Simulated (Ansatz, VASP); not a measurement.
# I: VASP beside Ansatz

```
I
1.0
     2.15551   -1.24448    3.52661
     0.00000    2.48897    3.52661
    -2.15551   -1.24448    3.52661
I
2
Direct
  0.25000 0.25000 0.25000
  0.75000 0.75000 0.75000
```

Alike in both runs: functional PBE; k mesh 11 × 11 × 11; occupations fermi-dirac, width 0.1 eV; no spin polarisation.

Ansatz relaxed the structure, and its values are those at the end. VASP's run is a single point on that final structure, the one shown.

|  | VASP | Ansatz |
| --- | --- | --- |
| version | VASP 6.6.1 | Ansatz 0.2.0 |
| potentials or method | VASP PAW PBE potentials, release 64 (I) | PAW with Ansatz's default frozen-core files, scalar-relativistic |
| plane-wave cutoff (eV) | 520 | 420 |
| valence electrons in the cell | 14 | 34 |

|  | VASP | Ansatz | Ansatz less VASP |
| --- | --- | --- | --- |
| pressure (GPa) | 23.6 | 23.6 | +0.04 |

With one functional, cell and mesh, what is left measures potentials, basis and numerics. The two sets of potentials don't hold the same shells in valence. Ansatz warned: «structure_snapped_to_symmetry».

Caveats: so large a pressure means that the cell lies far from this level's equilibrium, or that cutoff or potentials fall short (VASP). The runs have no spin-orbit coupling, so splittings on I are missing.
